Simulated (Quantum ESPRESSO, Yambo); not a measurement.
# SiC (F-43m): G0W0 in Yambo against the bands

How does the gap of SiC (F-43m) converge in the bands?

Method: PBE and many-body steps on it, plane waves, in Yambo 5.3.0.

This is a report of a sequence of runs, with most program output left out.

## Step 1: Set-up

Symmetry: F-43m, No. 216, cubic system. The conventional cell has a = 4.358 Å, b = 4.358 Å, c = 4.358 Å, α = 90.00°, β = 90.00°, γ = 90.00°. Nearest to Si lie 4 C at 1.89 Å. C has 4 Si at 1.89 Å nearest. Farther neighbours are not listed.

Structure file:

```cif
data_structure
_symmetry_space_group_name_H-M 'F-43m'
_symmetry_Int_Tables_number 216
_cell_length_a 4.3580
_cell_length_b 4.3580
_cell_length_c 4.3580
_cell_angle_alpha 90.000
_cell_angle_beta 90.000
_cell_angle_gamma 90.000
_cell_volume 82.77
loop_
_atom_site_label
_atom_site_type_symbol
_atom_site_symmetry_multiplicity
_atom_site_Wyckoff_symbol
_atom_site_fract_x
_atom_site_fract_y
_atom_site_fract_z
_atom_site_occupancy
Si1 Si 4 a 0.00000 0.00000 0.00000 1
C1 C 4 d 0.25000 0.25000 0.75000 1
```

The cell and positions come from the Crystallography Open Database and are kept as given unless a step says otherwise.

## Step 2: 18 bands

This step: Yambo 5.3.0; G0W0 on PBE, plane waves, norm-conserving pseudopotentials.

G0W0 replaces the xc potential by the self-energy, built once from these orbitals. Only a window of levels is corrected, while the sums run over the empty bands that the input names.

gw1.in reads:

```
HF_and_locXC
gw0
dyson
ppa
em1d
rim_cut
RandQpts= 1000000
RandGvec= 1 RL
EXXRLvcs= 74 Ry
VXCRLvcs= 296 Ry
Chimod= "HARTREE"
% BndsRnXp
 1 | 18 |
%
NGsBlkXp= 15.5 Ry
% LongDrXp
 1 | 1 | 1 |
%
% GbndRnge
 1 | 18 |
%
DysSolver= "n"
ExtendOut
PPAPntXp= 27.21138 eV
% QPkrange
 1 | 1 | 3 | 6 |
 7 | 7 | 3 | 6 |
%
```

Launch:

```
$ OMP_NUM_THREADS=1 mpirun -n 4 yambo -F gw1.in -J gw1 -C gw1 > gw1.log
```

Elapsed: 7.5 s, on 4 MPI ranks of Arm Neoverse V1, shared host; peak memory 1.1 GiB.

This step gave:

```
G0W0 gap on the points computed              : 1.870 eV
starting gap on the mesh                     : 1.361 eV
k of the valence top                         : 0, 0, 0
k of the conduction bottom                   : 0, -0.5, -0.5
least direct G0W0 gap on the computed points : 5.528 eV
Z at the valence top                         : 0.8028
Z at the conduction bottom                   : 0.8281
```

The gap on the mesh goes from 1.36 eV to 1.87 eV, a correction of +0.51 eV.

## Step 3: 34 bands

gw2.in, as its differences from gw1.in of step 2:

```diff
@@ -12,3 +12,3 @@
 % BndsRnXp
- 1 | 18 |
+ 1 | 34 |
 %
@@ -19,3 +19,3 @@
 % GbndRnge
- 1 | 18 |
+ 1 | 34 |
 %
```

Launch:

```
$ OMP_NUM_THREADS=1 mpirun -n 4 yambo -F gw2.in -J gw2 -C gw2 > gw2.log
```

Run time: 11 s. Hardware: 4 MPI ranks; peak memory 1.1 GiB.

Numbers from this step:

* G0W0 gap on the points computed: 1.929 eV
* starting gap on the mesh: 1.361 eV
* k of the valence top: 0, 0, 0
* k of the conduction bottom: 0, -0.5, -0.5
* least direct G0W0 gap on the computed points: 5.515 eV
* Z at the valence top: 0.7997
* Z at the conduction bottom: 0.8255

Against the run before, the gap moves by +0.059 eV.

## Step 4: 65 bands

gw3.in, as its differences from gw2.in of step 3:

```diff
@@ -12,3 +12,3 @@
 % BndsRnXp
- 1 | 34 |
+ 1 | 65 |
 %
@@ -19,3 +19,3 @@
 % GbndRnge
- 1 | 34 |
+ 1 | 65 |
 %
```

Launch:

```
$ OMP_NUM_THREADS=1 mpirun -n 4 yambo -F gw3.in -J gw3 -C gw3 > gw3.log
```

Wall time 19 s (4 MPI ranks); peak memory 1.1 GiB.

Numbers from this step:

| Item | Value |
| --- | --- |
| G0W0 gap on the points computed | 2.026 eV |
| starting gap on the mesh | 1.361 eV |
| k of the valence top | 0, 0, 0 |
| k of the conduction bottom | 0, -0.5, -0.5 |
| least direct G0W0 gap on the computed points | 5.559 eV |

Against the run before, the gap moves by +0.098 eV.

## Step 5: 117 bands

gw4.in, as its differences from gw3.in of step 4:

```diff
@@ -12,3 +12,3 @@
 % BndsRnXp
- 1 | 65 |
+ 1 | 117 |
 %
@@ -19,3 +19,3 @@
 % GbndRnge
- 1 | 65 |
+ 1 | 117 |
 %
```

Launch:

```
$ OMP_NUM_THREADS=1 mpirun -n 4 yambo -F gw4.in -J gw4 -C gw4 > gw4.log
```

It took 32 s on 4 MPI ranks; peak memory 1.3 GiB.

Numbers from this step:

* G0W0 gap on the points computed: 2.096 eV
* starting gap on the mesh: 1.361 eV
* k of the valence top: 0, 0, 0
* k of the conduction bottom: 0, -0.5, -0.5
* least direct G0W0 gap on the computed points: 5.595 eV

Against the run before, the gap moves by +0.069 eV.

## Step 6: 178 bands

gw5.in, as its differences from gw4.in of step 5:

```diff
@@ -12,3 +12,3 @@
 % BndsRnXp
- 1 | 117 |
+ 1 | 178 |
 %
@@ -19,3 +19,3 @@
 % GbndRnge
- 1 | 117 |
+ 1 | 178 |
 %
```

Launch:

```
$ OMP_NUM_THREADS=1 mpirun -n 4 yambo -F gw5.in -J gw5 -C gw5 > gw5.log
```

Elapsed: 45 s, on 4 MPI ranks; peak memory 1.3 GiB.

This step gave:

```
G0W0 gap on the points computed              : 2.124 eV
starting gap on the mesh                     : 1.361 eV
k of the valence top                         : 0, 0, 0
k of the conduction bottom                   : 0, -0.5, -0.5
least direct G0W0 gap on the computed points : 5.610 eV
```

Against the run before, the gap moves by +0.028 eV.

## Step 7: 248 bands

gw6.in, as its differences from gw5.in of step 6:

```diff
@@ -12,3 +12,3 @@
 % BndsRnXp
- 1 | 178 |
+ 1 | 248 |
 %
@@ -19,3 +19,3 @@
 % GbndRnge
- 1 | 178 |
+ 1 | 248 |
 %
```

Launch:

```
$ OMP_NUM_THREADS=1 mpirun -n 4 yambo -F gw6.in -J gw6 -C gw6 > gw6.log
```

The job ended after 62 s (4 MPI ranks; peak memory 1.4 GiB).

Numbers from this step:

* G0W0 gap on the points computed: 2.135 eV
* starting gap on the mesh: 1.361 eV
* k of the valence top: 0, 0, 0
* k of the conduction bottom: 0, -0.5, -0.5
* least direct G0W0 gap on the computed points: 5.615 eV

Against the run before, the gap moves by +0.011 eV.

## Step 8: Side by side

Times are wall times on 4 MPI ranks of Arm Neoverse V1, shared host, good to a factor of about two.

| run | mesh | bands | screening cutoff (eV) | DFT gap (eV) | gap on the mesh (eV) | direct (eV) | time |
| --- | --- | --- | --- | --- | --- | --- | --- |
| 18 bands | 4×4×4 | 18 | 210.9 | 1.361 | 1.870 | 5.528 | 7.5 s |
| 34 bands | 4×4×4 | 34 | 210.9 | 1.361 | 1.929 | 5.515 | 11 s |
| 65 bands | 4×4×4 | 65 | 210.9 | 1.361 | 2.026 | 5.559 | 19 s |
| 117 bands | 4×4×4 | 117 | 210.9 | 1.361 | 2.096 | 5.595 | 32 s |
| 178 bands | 4×4×4 | 178 | 210.9 | 1.361 | 2.124 | 5.610 | 45 s |
| 248 bands | 4×4×4 | 248 | 210.9 | 1.361 | 2.135 | 5.615 | 62 s |

## Step 9: Outcome

```
18 bands     : 1.870 eV
34 bands     : 1.929 eV
65 bands     : 2.026 eV
117 bands    : 2.096 eV
178 bands    : 2.124 eV
248 bands    : 2.135 eV
known limits : not at the basis limit; coarse k mesh
```

**Reading.** The setting moved: bands. From 18 bands to 248 bands the gap moves by +0.26 eV, for 8.3 times the time. The last step still moves it by +0.011 eV. Bands and screening cutoff are coupled, so a series along one setting does not show full convergence. Bands and cutoff are finite, so the gap is not at the basis limit. The miss can reach some tenths of an eV and take either sign; the mesh is an error of its own. In the G0W0 runs levels were corrected at 2 k points alone, so a gap called «on the mesh» is the least over those, and an edge elsewhere would be missed. The 4×4×4 mesh is coarse for this cell, which bears on the long-range parts of exchange and screening.

[Paths, hosts, dates, memory and timing lines, banners, echoed tables and standing remarks are left out of the program output.]

[Logs are printed without paths, hosts, clocks, repeated set-up lines and the standing remarks that a program may print on its own settings, such as how far it seeks lower states.]

[Runs of the session that timed out or met a known fault of the program may be left out.]

[Hosts, paths, dates, database ids (printed as entryN), source tags and the programs' standing remarks are cut or masked in the printed files.]
